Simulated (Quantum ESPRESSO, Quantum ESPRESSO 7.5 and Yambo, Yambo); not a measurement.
# Excitons of SiC (F-43m): kernels and approximations

Wanted: excitons and ε₂ of SiC (F-43m), with cost.

Program: Quantum ESPRESSO 7.5 and Yambo 5.3.0. Level of theory: PBE and many-body steps on it, plane waves. Results are calculated unless marked as measured.

## Step 1: The starting structure

It takes space group F-43m (No. 216, cubic). Conventional cell: a = 4.358 Å, b = 4.358 Å, c = 4.358 Å, α = 90.00°, β = 90.00°, γ = 90.00°. Nearest to Si lie 4 C at 1.89 Å. Nearest to C lie 4 Si at 1.89 Å. Farther neighbours are not listed.

The cell and positions come from the Crystallography Open Database and are kept as given unless a step says otherwise.

## Step 2: Empty states on the mesh, 6×6×6 mesh, 90 bands

This step: Quantum ESPRESSO 7.5; DFT, PBE, plane waves, norm-conserving pseudopotentials.

The sums over transitions need many empty states on a uniform mesh; this step solves for them.

pw.in reads:

```
&control
  calculation = 'nscf'
  prefix = 'x'
  outdir = 'o'
  pseudo_dir = 'pseudo'
/
&system
  ibrav = 0
  nat = 2
  ntyp = 2
  ecutwfc = 74.0
  nbnd = 90
  force_symmorphic = .true.
/
&electrons
  conv_thr = 1e-9
  electron_maxstep = 80
  diago_full_acc = .true.
  diago_thr_init = 5e-6
/
ATOMIC_SPECIES
  Si 28.085 Si.upf
  C 12.011 C.upf
CELL_PARAMETERS angstrom
  -0.0000000000 2.1790000000 2.1790000000
  2.1790000000 -0.0000000000 2.1790000000
  2.1790000000 2.1790000000 -0.0000000000
ATOMIC_POSITIONS crystal
  Si 0.0000000000 0.0000000000 0.0000000000
  C 0.2500000000 0.2500000000 0.2500000000
K_POINTS automatic
  6 6 6 0 0 0
```

Launch:

```
OMP_NUM_THREADS=1 mpirun -n 8 pw.x -nk 4 -in pw.in > pw.out
```

What it wrote:

```text
Program PWSCF v.7.5 starts

     This program is part of the open-source Quantum ESPRESSO suite
     for quantum simulation of materials; please cite
         "P. Giannozzi et al., J. Phys.:Condens. Matter 21 395502 (2009);
         "P. Giannozzi et al., J. Phys.:Condens. Matter 29 465901 (2017);
         "P. Giannozzi et al., J. Chem. Phys. 152 154105 (2020);
     in publications or presentations arising from this work. More details at

     Atomic positions and unit cell read from directory:
     o/x.save/

     Message from routine setup:
[...]
144.5893 146.3325

          k = 0.2357 0.2357-0.2357 (  1501 PWs)   bands (ev):

[...]
125.1041 125.8455 127.0171 127.0171 130.8470 130.8470 133.1728 135.9346
   139.6487 139.6487 141.7189 141.7189 142.1529 143.0279 143.0279 145.2284
   145.2306 145.2306

          k =-0.3536-0.3536 0.3536 (  1502 PWs)   bands (ev):

     [... further k-points ...]

     highest occupied, lowest unoccupied level (ev):     9.4961   10.8574

     XML data file, pseudopotentials, collected wavefunctions

=------------------------------------------------------------------------------=
   JOB DONE.
=------------------------------------------------------------------------------=
```

It took 3.1 s on 8 MPI ranks of Arm Neoverse V1, shared host; peak memory 0.37 GiB; 22 s of CPU time.

Numbers from this step:

```yaml
gap: 1.361 eV
k_of_the_valence_top: 0, 0, 0
k_of_the_conduction_bottom: 0, -0.5, -0.5
least_direct_gap: 4.553 eV
k_points_computed: 16
lowest_point_of_the_top_converged_band_above_the_valence_top: 128.6364 eV
```

On this mesh the gap is 1.361 eV.

The density comes from a self-consistent run that is not shown.

## Step 3: Conversion and set-up

This step: Yambo 5.3.0; conversion and set-up on PBE, plane waves, norm-conserving pseudopotentials.

The states are converted to the many-body program's format and the q mesh is built.

Launch:

```
(cd o/x.save; p2y > p2y.log; mv SAVE ../..); yambo > setup.log
```

What it wrote:

```text
 Yambo, version 5.3.0

 [02] CORE Variables Setup
 =========================

  [02.01] Unit cells
  ==================

  Cell kind             :  FCC
  Atoms in the cell     :  Si  C
  number of Si atoms    :  1
  number of C  atoms    :  1

  List of atomic masses
  Mass of Si    :  28.08500
  Mass of C     :  12.01100

  List of atomic coordinates    : [cc]
  Si1       :  0.000000  0.000000  0.000000  order 1
  C1       :  2.058857  2.058857  2.058857  order 2

  Alat factors          :  4.117713  4.117713  4.117713 [a.u.]
  Direct lattice volume :  139.6363 [a.u.]
[...]
Q [ 1]         [rlu]:  0.000000  0.000000  0.000000
 Q [ 2]         [rlu]:  0.16734E-16  0.16734E-16  0.16667
 Q [ 3]         [rlu]:  0.33468E-16  0.33468E-16  0.33333
[...]
Q [ 8]         [rlu]: -0.19076E-16  0.16667     -0.33333
 Q [ 9]         [rlu]: -0.57120E-17  0.16667     -0.16667
 Q [10]         [rlu]:  0.31459E-17  0.33333      0.33333
     [... 4 further rows ...]
 Q [15]         [rlu]:  0.166667  0.333333 -0.333333
 Q [16]         [rlu]:  0.166667 -0.500000 -0.333333

  [03.01] X indexes
  =================

   [03.01.01] Sigma indexes
   ========================

 [06] Game Over & Game summary
```

It took 2.2 s on 1 MPI rank; peak memory 0.23 GiB.

## Step 4: Screening and self-energy, 6×6×6 mesh, 90 bands, screening to 210.9 eV

G0W0 replaces the xc potential by the self-energy, built once from these orbitals. Only a window of levels is corrected, while the sums run over the empty bands that the input names.

This step: G0W0 on PBE, plane waves, norm-conserving pseudopotentials.

gw1.in reads:

```
HF_and_locXC
gw0
dyson
ppa
em1d
rim_cut
RandQpts= 1000000
RandGvec= 1 RL
EXXRLvcs= 74 Ry
VXCRLvcs= 296 Ry
Chimod= "HARTREE"
% BndsRnXp
 1 | 90 |
%
NGsBlkXp= 15.5 Ry
% LongDrXp
 1 | 1 | 1 |
%
% GbndRnge
 1 | 90 |
%
DysSolver= "n"
ExtendOut
PPAPntXp= 27.21138 eV
% QPkrange
 1 | 16 | 2 | 8 |
%
```

Launch:

```
OMP_NUM_THREADS=1 mpirun -n 8 yambo -F gw1.in -J gw1 -C gw1 > gw1.log
```

What it wrote:

```text
 Yambo, version 5.3.0

 [02] CORE Variables Setup
 =========================

  [... cell, symmetries and grids as in the set-up ...]

  [02.05] Energies & Occupations
  ==============================

  [X] === General ===
  [X] Electronic Temperature                        :  0.000000  0.000000 [eV K]
  [X] Bosonic    Temperature                        :  0.000000  0.000000 [eV K]
  [X] Finite Temperature mode                       : no
  [X] El. density                                   :  0.38662E+24 [cm-3]
[...]
Sx RL components                                 :  1471

   QP @ state[ 1 ] K range                          :   1  16
   QP @ state[ 1 ] b range                          :   2   8
   GF energies kind                                 : Perdew, Burke & Ernzerhof(X)+Perdew, Burke & Ernzerhof(C)
   GF WF`s kind                                     : Perdew, Burke & Ernzerhof(X)+Perdew, Burke & Ernzerhof(C)
   Xs energies kind                                 : Perdew, Burke & Ernzerhof(X)+Perdew, Burke & Ernzerhof(C)
   Xs WF`s kind                                     : Perdew, Burke & Ernzerhof(X)+Perdew, Burke & Ernzerhof(C)

 [11] Game Over & Game summary
```

Elapsed: 7.6 min, on 8 MPI ranks; peak memory 2.6 GiB.

This step gave:

```
G0W0 gap on the mesh                         : 2.091 eV
starting gap on the mesh                     : 1.361 eV
k of the valence top                         : 0, 0, 0
k of the conduction bottom                   : 0, -0.5, -0.5
least direct G0W0 gap on the computed points : 5.600 eV
```

The gap on the mesh goes from 1.36 eV to 2.09 eV, a correction of +0.73 eV.

The gap opens by 0.730 eV; the next steps shift the empty bands rigidly by 1.047 eV, the correction at the start's least direct gap.

## Step 5: Excitons

Light makes an electron and a hole together. The Bethe-Salpeter equation adds their screened attraction and their exchange, in a window of bands around the gap.

This step: Bethe-Salpeter equation on PBE with a scissors shift, plane waves, norm-conserving pseudopotentials.

bse3.in reads:

```
optics
bss
bse
em1s
dipoles
rim_cut
RandQpts= 1000000
RandGvec= 1 RL
Chimod= "HARTREE"
BSKmod= "SEX"
BSEmod= "resonant"
BSSmod= "d"
BSENGexx= 30 Ry
BSENGBlk= 6 Ry
% BSEQptR
 1 | 1 |
%
% BSEBands
 2 | 8 |
%
% BEnRange
 0 | 11 | eV
%
% BDmRange
 0.1 | 0.1 | eV
%
BEnSteps= 111
% BLongDir
 1 | 0 | 0 |
%
% BndsRnXs
 1 | 44 |
%
NGsBlkXs= 6 Ry
% LongDrXs
 1 | 1 | 1 |
%
% KfnQP_E
 1.047 | 1.0 | 1.0 |
%
WRbsWF
```

Launch:

```
OMP_NUM_THREADS=1 mpirun -n 8 yambo -F bse3.in -J bse3 -C bse3 > bse3.log
```

What it wrote:

```text
 Yambo, version 5.3.0

 [02] CORE Variables Setup
 =========================

  [... cell, symmetries and grids as in the set-up ...]

  [02.05] Energies & Occupations
  ==============================

  [X] === General ===
  [X] Electronic Temperature                        :  0.000000  0.000000 [eV K]
  [X] Bosonic    Temperature                        :  0.000000  0.000000 [eV K]
  [X] Finite Temperature mode                       : no
  [X] El. density                                   :  0.38662E+24 [cm-3]
  [X] Fermi Level                                   :  9.496070 [eV]

  [X] === Gaps and Widths ===
  [X] Conduction Band Min                           :  1.361356 [eV]
  [X] Valence Band Max                              :  0.000000 [eV]
  [X] Filled Bands                                  :   4
  [X] Empty Bands                                   :    5   90
  [X] Direct Gap                                    :  4.552961 [eV]
  [X] Direct Gap localized at k                     :  13
  [X] Indirect Gap                                  :  1.361356 [eV]
  [X] Indirect Gap between kpts                     :   1  13
  [X] Last valence band width                       :  4.386317 [eV]
  [X] 1st conduction band width                     :  5.670360 [eV]

 [03] Transferred momenta grid and indexing
 ==========================================

 [BZ sampling] Q-grid is User defined and/or read from the database

 IBZ Q-points                                      :  16
 BZ  Q-points                                      :  216

 K/Q-points units:
 rlu = crystal or reduced units; cc = cartesian coordinates; iku = interal k-units

 Q [ 1]         [rlu]:  0.000000  0.000000  0.000000
 Q [ 2]         [rlu]:  0.16734E-16  0.16734E-16  0.16667
 Q [ 3]         [rlu]:  0.33468E-16  0.33468E-16  0.33333
 Q [ 4]         [rlu]:  0.17304E-16  0.17304E-16 -0.50000
 Q [ 5]         [rlu]:  0.19763E-16  0.16667      0.16667
 Q [ 6]         [rlu]:  0.28560E-17  0.16667      0.33333
 Q [ 7]         [rlu]: -0.47957E-17  0.16667      0.50000
 Q [ 8]         [rlu]: -0.19076E-16  0.16667     -0.33333
 Q [ 9]         [rlu]: -0.57120E-17  0.16667     -0.16667
 Q [10]         [rlu]:  0.31459E-17  0.33333      0.33333
     [... 4 further rows ...]
 Q [15]         [rlu]:  0.166667  0.333333 -0.333333
 Q [16]         [rlu]:  0.166667 -0.500000 -0.333333

  [03.01] X + BSE indexes
  =======================

   [03.01.01] Sigma indexes
   ========================

 [04] Coloumb potential Random Integration (RIM)
 ===============================================

  [04.01] RIM initialization
  ==========================

  * Diagonal components only detected *

  8 x (sBL volume)        :  0.065793 [a.u.]
  sBZ random points       :  1000000
  Points outside the sBZ  :   7968281
  RL volume               :  1.776402 [a.u.]
  Integrated volume       :  1.783474 [a.u.]

  [04.02] RIM integrals
  =====================

  Gamma point sphere radius             :  0.073228 [a.u.]
  Points outside the sphere             :   800476
  [Int_sBZ(q=0) 1/q^2]*(Vol_sBZ)^(-1/3) =:  7.776341
                                 should be <:  7.795600

  Summary of Coulomb integrals for non-metallic bands |Q|[au] RIM/Bare

  Q [1] 0.100000E-4 0.997530 * Q [2] 0.220244 1.068480
  Q [5] 0.254315 1.066792 * Q [9] 0.359656 1.029814
  Q [6] 0.421734 1.022655 * Q [3] 0.440487 1.020326
  Q [10] 0.508631 1.016896 * Q [8] 0.554267 1.014579
  Q [14] 0.568666 1.014068 * Q [7] 0.622943 1.012146
  Q [11] 0.660731 1.011334 * Q [4] 0.660731 1.011454
  Q [12] 0.719312 1.010226 * Q [15] 0.752275 1.009797
  Q [13] 0.762946 1.009889 * Q [16] 0.804216 1.009311

 [WARNING] [Xs] User bands 1-44 break level degeneracy

 [05] External/Internal QP corrections
 =====================================

 [QP_apply] Action to be applied: USER defined scissor

  [05.01]  QP corrections report
  ==============================

  [K+QP] === General ===
  [K+QP] Electronic Temperature                     :  0.000000  0.000000 [eV K]
[...]
[K+QP] Valence Band Max                           :  0.000000 [eV]
  [K+QP] Filled Bands                               :   4
  [K+QP] Empty Bands                                :    5   90
  [K+QP] Direct Gap                                 :  5.599961 [eV]
  [K+QP] Direct Gap localized at k                  :  13
  [K+QP] Indirect Gap                               :  2.408356 [eV]
  [K+QP] Indirect Gap between kpts                  :   1  13
  [K+QP] Last valence band width                    :  4.386317 [eV]
  [K+QP] 1st conduction band width                  :  5.670360 [eV]

  [coarse-grid] Minimum Bare Gap        [ev]:  1.361356
  [coarse-grid] Minimum Gap Correction  [ev]:  1.047000

  Eqp @ K [ 1]
   -15.410     -0.21214E-09 -0.15301E-09   0.0000       7.2704       8.3583       8.3583       8.3583
  Eqp @ K [ 2]
  -14.87063  -2.37369  -0.33059  -0.33059   7.38742   8.87450   8.87450   9.39585
  Eqp @ K [ 3]
  -13.34464  -6.18052  -0.84574  -0.84574   6.73028   8.69596   8.69596  10.96186
  Eqp @ K [ 4]
  -11.84371  -8.54285  -1.05482  -1.05482   6.47745   8.28174   8.28174  11.10057
  Eqp @ K [ 5]
  -14.69056  -1.79768  -1.10945  -1.10945   6.59301   8.38517  10.09131  10.09131
  Eqp @ K [ 6]
  -13.48354  -4.78097  -1.80039  -1.74476   5.96353   8.63326  10.03841  10.70597
  Eqp @ K [ 7]
  -11.70164  -7.77674  -2.77665  -1.75427   5.88952   8.87548   9.91307  11.68582
  Eqp @ K [ 8]
  -12.27492  -6.93434  -3.20473  -1.15347   6.74191   8.78929   9.43925  11.67434
  Eqp @ K [ 9]
  -13.99585  -3.91086  -2.43658  -0.37825   8.07872   8.63167   9.11552   9.99215

 [06] Dipoles
 ============

  [06.01] Setup: observables and procedures
  =========================================

  [WARNING] [r,Vnl^pseudo] included in position and velocity dipoles.

  [WARNING] In case H contains other non local terms, these are neglected

 [07] Static Dielectric Matrix
 =============================

 [SLK-Inversion]  Pools        :  2
 [SLK-Inversion]  BLACS grid   :  2  2

 [WR./bse3//ndb.em1s]------------------------------------------------------------
  Brillouin Zone Q/K grids (IBZ/BZ)                :   16  216   16  216
  RL vectors                                       :  2085 [WF]
  Coulomb cutoff potential                         : none
  Electronic Temperature                           :  0.000000 [K]
  Bosonic    Temperature                           :  0.000000 [K]
  Static diel. fun.  energies                      : Perdew, Burke & Ernzerhof(X)+Perdew, Burke & Ernzerhof(C)
  wavefunctions                                    : Perdew, Burke & Ernzerhof(X)+Perdew, Burke & Ernzerhof(C)
  Global Gauge                                     : length
  X matrix size                                    :   51
  X band range                                     :    1   44
  X e/h energy range                               : -1.000000 -1.000000 [eV]
  X Time ordering                                  : T
  X Hxc Kernel                                     : HARTREE
  X Drude frequency                                :  0.000000  0.000000
  X poles                                          :  100.0000 [o/o]
  RL vectors in the sum                            :  2085
  [r,Vnl] included                                 : yes
  Field direction                                  :  0.577350E-5  0.577350E-5  0.577350E-5
  BZ energy Double Grid                            : no
  BZ energy DbGd points                            : 0
  BZ Q point size factor                           : -1.000000
  X Optical Averaged directions                    : none

 [08] Bethe Salpeter Equation driver
 ===================================

  [08.01] Bethe Salpeter Equation @q1
  ===================================

   [08.01.01] Transition pre-analysis @q1
   ======================================

   [08.01.02] Transition Groups build-up @q1
   =========================================

   [BSK] Transition groups (total):   64
   [BSK] Size (resonant):  2592
   [BSK]         (total):  2592
   [BSK] N. of matrices :  1

   [08.01.03] Loading Dipoles @q1
   ==============================

   [08.01.04] Independent Particles properties @q1
   ===============================================

   ==========================================================

   [BSE] Exchange components :   411
   [BSE] Correlation components :   51  229

    [08.01.05.01] Screened interaction header I/O
    =============================================

    [08.01.05.02] Main kernel loop
    ==============================

    [08.01.05.03] Wave-Function Phases
    ==================================

    [BSE] WF phases found       :  64.99256 [o/o]

   [08.01.06] BSE solver(s) @q1
   ============================

   [SLK-Digonalization]  Pools        :  2
   [SLK-Digonalization]  BLACS grid   :  2  2

   [08.01.07] Diago Solver @q1
   ===========================

 [11] Game Over & Game summary
```

The job ended after 1.8 min (8 MPI ranks; peak memory 3.9 GiB; 11 min of CPU time).

This step gave:

* transitions in the window: 2592
* direct gap of the transition levels: 5.600 eV
* lowest state: 5.281 eV
* first strong exciton (over a fiftieth of the strongest listed): 5.290 eV
* binding of the lowest state below the direct gap: 0.3189 eV
* Coulomb term of one mesh cell: 0.3435 eV

The binding is 0.93 times the screened Coulomb term of one mesh cell (0.34 eV), so it is not shown settled.

The lowest state lies at 5.281 eV, 0.319 eV under the direct gap.

Lines within 3 meV are set at the lowest of them, and the highest group, which the list may cut short, is left out. Exciton lines, with heights relative to the strongest:

```csv
position (eV),lines merged,"strength, relative"
5.281,3,0.1
5.290,3,43
5.954,3,0.0
5.967,3,100
5.993,3,0.0
6.000,3,0.1
6.205,3,0.0
```

Field along x; broadening 0.1 eV; transition window only. Limits: finite bands, cutoff and mesh; exciton not shown settled in the k mesh. Table of ε₂ by photon energy; read off at these points:

```csv
photon energy (eV),BSE,no electron-hole interaction
0.00,0.0461,0.0348
0.30,0.0504,0.0377
0.60,0.0555,0.0409
0.90,0.0613,0.0446
1.20,0.0681,0.0488
1.50,0.0762,0.0537
1.80,0.0860,0.0594
2.10,0.0978,0.0661
2.40,0.112,0.0742
2.70,0.131,0.0839
3.00,0.155,0.0958
3.30,0.186,0.111
3.60,0.230,0.130
3.90,0.294,0.156
4.20,0.395,0.192
4.50,0.578,0.245
4.80,1.02,0.336
5.10,3.38,0.537
5.30,12.7,0.935
5.40,6.86,1.50
5.60,4.20,5.69
5.90,22.4,1.81
6.00,30.7,2.12
6.20,33.0,5.77
6.50,9.23,18.8
6.80,26.0,6.35
7.10,47.6,12.8
7.40,15.3,11.2
7.70,5.80,48.8
8.00,5.75,13.8
8.30,6.73,8.46
8.60,10.3,8.08
8.90,9.50,9.48
9.00,10.4,9.67
9.20,6.89,12.7
9.50,3.93,15.3
9.80,4.83,4.95
10.10,5.55,7.65
10.40,4.06,8.15
10.70,2.48,5.75
11.00,3.61,2.89
```

[end of part 1 of 3]

[Paths, hosts, dates, memory and timing lines, banners, echoed tables and standing remarks are left out of the program output.]

[Logs are printed without paths, hosts, clocks, repeated set-up lines and the standing remarks that a program may print on its own settings, such as how far it seeks lower states.]

[Runs of the session that timed out or met a known fault of the program may be left out.]

[Hosts, paths, dates, database ids (printed as entryN), source tags and the programs' standing remarks are cut or masked in the printed files.]
